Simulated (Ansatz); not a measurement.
# Doping Mg$_{2}$Ge for thermoelectric use — Ansatz, plane waves and PAW

Space group Fm-3m (No. 225), 3 atoms in the cell of the first input below: a = 4.510 Å, b = 4.510 Å, c = 4.510 Å, α = 60.00°, β = 60.00°, γ = 60.00°.

The structure is a measured one, not always of the ambient phase, taken without relaxation (pressure -0.3 GPa with this functional, without spin–orbit coupling). Functional: r2SCAN.

Spin–orbit coupling is left out. Kohn–Sham gap between the band edges found on a fine mesh: 0.44 eV.

Levels at points 0.012 Å⁻¹ about the band edges give the masses:

```yaml
crystal:
  lattice:
    - [0.0, 3.189000319, 3.189000319]
    - [3.189000319, 0.0, 3.189000319]
    - [3.189000319, 3.189000319, 0.0]
  atoms:
    - { symbol: Mg, position: [0.25, 0.25, 0.25] }
    - { symbol: Mg, position: [0.75, 0.75, 0.75] }
    - { symbol: Ge, position: [0.0, 0.0, 0.0] }
basis:
  ecutwfc: 500
  ecutrho_ratio: 4
kpoints:
  mp_grid: { grid: [10, 10, 10] }
hamiltonian:
  xc: r2scan
scf:
  occupations: { method: gaussian, width: 0.05 }
output:
  forces: true
  stress: true
  eigenvalues: true
  eigenstates:
    kpoints:
      - [0.0, 0.0, 0.0]
      - [0.0, 0.006090542, 0.006090542]
      - [0.0, -0.006090542, -0.006090542]
      - [0.006090542, 0.0, 0.006090542]
      - [-0.006090542, 0.0, -0.006090542]
      - [0.006090542, 0.006090542, 0.0]
      - [-0.006090542, -0.006090542, 0.0]
      - [0.004306664, 0.004306664, 0.008613327]
      - [-0.004306664, -0.004306664, -0.008613327]
      - [0.004306664, 0.008613327, 0.004306664]
      - [-0.004306664, -0.008613327, -0.004306664]
      - [0.008613327, 0.004306664, 0.004306664]
      - [-0.008613327, -0.004306664, -0.004306664]
      - [0.007032752, 0.007032752, 0.007032752]
      - [-0.007032752, -0.007032752, -0.007032752]
      - [0.0, -0.5, -0.5]
      - [0.0, -0.493909458, -0.493909458]
      - [0.0, -0.506090542, -0.506090542]
      - [0.006090542, -0.5, -0.493909458]
      - [-0.006090542, -0.5, -0.506090542]
      - [0.006090542, -0.493909458, -0.5]
      - [-0.006090542, -0.506090542, -0.5]
      - [0.004306664, -0.495693336, -0.491386673]
      - [-0.004306664, -0.504306664, -0.508613327]
      - [0.004306664, -0.491386673, -0.495693336]
      - [-0.004306664, -0.508613327, -0.504306664]
      - [0.008613327, -0.495693336, -0.495693336]
      - [-0.008613327, -0.504306664, -0.504306664]
      - [0.007032752, -0.492967248, -0.492967248]
      - [-0.007032752, -0.507032752, -0.507032752]
    de_dk: true
    e_range: [-0.8215275070609, 0.8215274952332]
```

```bash
ansatz run input.yaml --threads 4 --pin off --max-ram 9216MiB --backend cpu --events-out ev --progress --plain --runs-dir out
```

Time: 4.6 s on 4 threads of Arm Neoverse V1, on a shared host, peak memory 0.59 GiB.

Edges at k = (0.000, 0.000, 0.000) and (0.000, -0.500, -0.500); masses in electron masses along fixed Cartesian directions (which need not be the axes of a valley), negative for hole-like bands, for at most the three nearest levels of the same spin at these k-points, within 0.3 eV:

```tsv
edge	band	from the edge (meV)	degeneracy	x	y	z	111
valence	1	0	3	-0.343	-0.343	-0.343	-0.938
valence	2	0	3	-0.343	-0.343	-0.343	-0.938
valence	3	0	3	-0.107	-0.107	-0.107	-0.077
conduction	1	0	1	0.534	0.190	0.190	0.243
```

These curvatures agree with the slopes at the same points. They hold at the edge alone, and further out the bands need not be parabolic. Degenerate bands can be warped: each is named by its order in energy along a direction and has no mass tensor of its own.

The states of the whole zone with their velocity products:

```yaml
crystal:
  lattice:
    - [0.0, 3.189000319, 3.189000319]
    - [3.189000319, 0.0, 3.189000319]
    - [3.189000319, 3.189000319, 0.0]
  atoms:
    - { symbol: Mg, position: [0.25, 0.25, 0.25] }
    - { symbol: Mg, position: [0.75, 0.75, 0.75] }
    - { symbol: Ge, position: [0.0, 0.0, 0.0] }
basis:
  ecutwfc: 500
  ecutrho_ratio: 4
kpoints:
  mp_grid: { grid: [10, 10, 10] }
hamiltonian:
  xc: r2scan
scf:
  occupations: { method: gaussian, width: 0.05 }
output:
  forces: true
  stress: true
  eigenvalues: true
  states_by_energy: { minimum_broadening: 0.05 }
```

```bash
ansatz run input.yaml --threads 4 --pin off --max-ram 9216MiB --backend cpu --events-out ev --progress --plain --runs-dir out
```

Time: 92 s on 4 threads of Arm Neoverse V1, on a shared host, peak memory 1.1 GiB.

From that table, at a constant relaxation time τ with Fermi–Dirac weights and rigid bands:

```
T (K)  doping (cm⁻³)  μ − E_F (eV)  σ_xx/τ (10²⁰/Ω m s)  S_xx (μV/K)  Lorenz (10⁻⁸ V²/K²)  ħω_p,xx (eV)
  600         n 1e19         0.163              0.00972         -317                 2.97         0.218
  600         n 1e20         0.321               0.0897         -153                 2.20         0.663
  600         p 1e20        -0.208               0.0716          248                 1.79         0.592
  600         n 1e21         0.663                 0.78          -63                 2.46         1.954
  600         p 1e21        -0.426                 0.65           85                 2.15         1.784
  900         n 1e20         0.283               0.0871         -206                 2.59         0.653
  900         p 1e20        -0.148               0.0693          288                 2.43         0.582
  900         n 1e21         0.648                0.783          -94                 2.47         1.957
  900         p 1e21        -0.409                0.635          121                 2.06         1.763
```

3 rows with a Lorenz number over 3 are left out: with so small an uncorrected gap, carriers of both signs are excited across it there.

Problem. Which of the dopings listed at 600 K has the largest power factor S²σ/τ along x?

Solution. n 1e19: 0.98, n 1e20: 2.1, p 1e20: 4.4, n 1e21: 3.1, p 1e21: 4.7 (10¹¹ W/m K² s), so p 1e21 cm⁻³, if τ is the same for all, though the lead is small.

Caveats: melting, decomposition and changes of phase at these temperatures weren't checked; no scattering is computed, and the gap isn't corrected.

At equal carrier density and temperature, p-type doping gives the larger Seebeck magnitude in every listed pair, at a modest cost in σ/τ. The likely reason is the density of states: three valence bands, mainly Ge 4p, meet at Γ, and two of them are heavy, whereas electrons fill lighter, anisotropic valleys at X. Holes therefore need a smaller shift of the chemical potential into the band. For p-type doping at 600 K, the tenfold rise in density barely improves the power factor, because the gain in conductivity is nearly cancelled by the fall in S, which suggests a broad optimum.

The hole advantage runs against experience with the Mg₂X family, where n-type material usually performs better. A common τ probably favours holes, since the same large density of states also offers more final states for scattering. Spin–orbit coupling would additionally split the triplet at Γ, altering the hole Seebeck coefficient most at light doping. The ranking thus reflects band structure, not a demonstrated preference for p-type material.
